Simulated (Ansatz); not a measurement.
Zincblende BeTe, relaxed with r2SCAN in Ansatz: it is cubic, F-43m (No. 216); conventional cell a = 5.657 Å, 22.63 Å³ an atom. Be is surrounded by 4 Te at 2.45 Å; Te is surrounded by 4 Be at 2.45 Å. It was then strained (isotropic on every length). Unstrained, HSE06 gives 2.695 eV (Γ → X, 6×6×6 mesh), and the band edges keep their places in every row. Stress is positive in compression. (Simulation; spin polarisation is off.)

```csv
strain (%),ln(V/V₀),"ΔE_g, HSE06 (eV)","Δpressure, r2SCAN (GPa)"
-4.0,-0.1225,-0.337,+9.23
-3.34,-0.1019,-0.276,+7.38
+0.5,+0.0150,+0.037,-0.86
+2.0,+0.0594,+0.140,-3.13
+3.0,+0.0887,+0.204,-4.41
+4.0,+0.1177,+0.263,-5.53
```

Q: Fit ΔE_g = a x + b x² to these rows by least squares, with x = ln(V/V₀).

A: The normal equations take Σx² = 5.086e-02, Σx³ = -3.550e-04, Σx⁴ = 5.993e-04, ΣxΔE = 1.273e-01 and Σx²ΔE = -2.172e-03, and give a = +2.49 eV, b = -2.2 eV; the largest residual is 0.000 eV. a is the volume deformation potential of this gap.

Q: Fit the change of pressure in the same way.

A: Δpressure = -60.6 x + (119) x² GPa. So B₀ = 60.6 GPa and B′ ≈ 2 × 119/60.6 = 3.9; two terms over so wide a range bias B₀ by a few per cent and B′ by more; the gap's pressure coefficient at zero is −a/B₀ = -41 meV/GPa, with HSE06's a and r2SCAN's B₀.

Q: Predict the withheld row at -2.0 % (x = -0.0606).

A: ΔE_g ≈ +2.49 × (-0.0606) + (-2.2) × (-0.0606)² = -0.159 eV, and Δpressure ≈ +4.11 GPa. The runs give -0.159 eV and +4.05 GPa, off by 0.000 eV and -0.06 GPa.

No spin-orbit coupling is included; it can move band edges with weight on the heavy atoms by tenths of an eV.

The meshes of the hybrids are coarse, so their gaps aren't converged to the digits shown.
